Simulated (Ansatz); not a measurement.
The system is Zn.

```
CELL_PARAMETERS angstrom
2.67000 0.00000 0.00000
-1.33500 2.31229 0.00000
0.00000 0.00000 4.96600
ATOMIC_POSITIONS crystal
Zn 0.66667 0.33333 0.75000
Zn 0.33333 0.66667 0.25000
```

Base run:

| Quantity | Value |
| --- | --- |
| Program | Ansatz 0.2.0 |
| Functional | LDA |
| Potentials or basis | Ansatz PAW |
| Cutoff | 420 eV |
| Density cutoff | 1680 eV |
| k mesh | 11 × 11 × 6 |
| Occupations | gaussian, width 0.02 eV |
| Spin | no spin polarisation |

Its results: band gap on the k mesh none (metal or under the smearing width); pressure -9.1 GPa.

Question: The run is repeated on the same cell with these changes: functional from LDA to RPBE; occupations from gaussian, width 0.02 eV to gaussian, width 0.05 eV. What comes out?

Answer: Band gap on the k mesh none (metal or under the smearing width); pressure 2.4 GPa.

Caveats: the PAW data sets come from PBE, with cores solved anew for the run's functional, which leaves a small shift of forces and pressure; the potentials were made for another functional, which shifts forces and pressure (some runs).

Not every run made on this cell is shown here.
